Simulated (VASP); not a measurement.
## VASP 6.6.1 run: SiO2

INCAR

```
LASPH = .TRUE.
EDIFF = 1E-7
SIGMA = 0.02
LREAL = .FALSE.
PREC = Accurate
LWAVE = .FALSE.
IBRION = -1
METAGGA = MBJ
NSW = 0
ENCUT = 520
ISIF = 2
ISMEAR = -1
NELM = 84
LCHARG = .FALSE.
NBANDS = 25
```

KPOINTS

```
KPOINTS created by Atomic Simulation Environment
0
Gamma
9 9 15
0 0 0
```

POSCAR

```
Si O
 1.0000000000000000
     4.1851887985999996    0.0000000000000000    0.0000000000000000
     0.0000000000000000    4.1851887985999996    0.0000000000000000
     0.0000000000000000    0.0000000000000000    2.5887746942000001
 Si  O
   2   4
Cartesian
  0.0000000000000000 -0.0000000000000000  0.0000000000000000
  2.0925943992999998  2.0925943992999998  1.2943873471000000
  1.2803475573985776  1.2803475573985776  0.0000000000000000
  0.8122468419014220  3.3729419566985777  1.2943873471000000
  3.3729419566985777  0.8122468419014220  1.2943873471000000
  2.9048412412014217  2.9048412412014217  0.0000000000000000
```

The recommended PBE PAW datasets give the neutral cell 32 valence electrons.

Command

```
mpirun -np 1 vasp_std
```

OSZICAR

```
N       E                     dE             d eps       ncg     rms          rms(c)
DAV:   1     0.244822426464E+03    0.24482E+03   -0.17832E+04  6000   0.124E+03
DAV:   2     0.626507833821E+02   -0.18217E+03   -0.17494E+03  7629   0.282E+02
DAV:   3     0.556372433799E+02   -0.70135E+01   -0.69820E+01  7928   0.530E+01
DAV:   4     0.555973450432E+02   -0.39898E-01   -0.39886E-01  6928   0.457E+00
DAV:   5     0.555970968558E+02   -0.24819E-03   -0.24815E-03  7925   0.341E-01    0.174E+01
DAV:   6     0.575194446568E+02    0.19223E+01   -0.39875E+01  7385   0.567E+01    0.764E+00
DAV:   7     0.578875802525E+02    0.36814E+00   -0.41701E+00  7382   0.136E+01    0.517E+00
DAV:   8     0.624278043215E+02    0.45402E+01   -0.36613E+00  7875   0.134E+01    0.253E+00
DAV:   9     0.642258944310E+02    0.17981E+01   -0.15601E+00  6267   0.866E+00    0.888E-01
DAV:  10     0.663249193149E+02    0.20990E+01   -0.10311E-01  8076   0.265E+00    0.557E-01
...
DAV:  39     0.663899500915E+02   -0.11499E-05   -0.54290E-13  3186   0.754E-06    0.607E-06
DAV:  40     0.663899439719E+02   -0.61196E-05   -0.25911E-12  3178   0.117E-05    0.116E-06
DAV:  41     0.663899426442E+02   -0.13277E-05   -0.14353E-12  3175   0.982E-06    0.145E-06
DAV:  42     0.663899420587E+02   -0.58543E-06   -0.16302E-12  3168   0.377E-06    0.101E-06
DAV:  43     0.663899408557E+02   -0.12031E-05   -0.19549E-12  3163   0.298E-06    0.410E-07
DAV:  44     0.663899398742E+02   -0.98153E-06   -0.43183E-13  3156   0.279E-06    0.780E-08
DAV:  45     0.663899396387E+02   -0.23544E-06    0.40064E-13  3153   0.166E-06    0.147E-07
DAV:  46     0.663899397883E+02    0.14962E-06    0.65497E-14  3152   0.714E-07    0.255E-07
DAV:  47     0.663899397965E+02    0.81864E-08    0.79955E-13  3145   0.299E-07
   1 F= 0.66389940E+02 E0= 0.66389940E+02  d E =-.744853E-13
```

It converged. Results: gap between bands v and c on the k mesh 7.66 eV; least direct gap on the k mesh 7.66 eV. Band v is the last that the valence electrons fill when counted band by band, and c is the next.

The MBJ potential has no energy functional, so only its levels carry meaning.

For comparison, a separate PBE run of the intended cell, on usual settings and not on those above, gives a gap of 6.19 eV on its mesh and a pressure of 22.5 GPa.

The run above took about 3.8 min on one core of a shared host (Intel Xeon Platinum 8488C) and held 0.23 GiB at most.
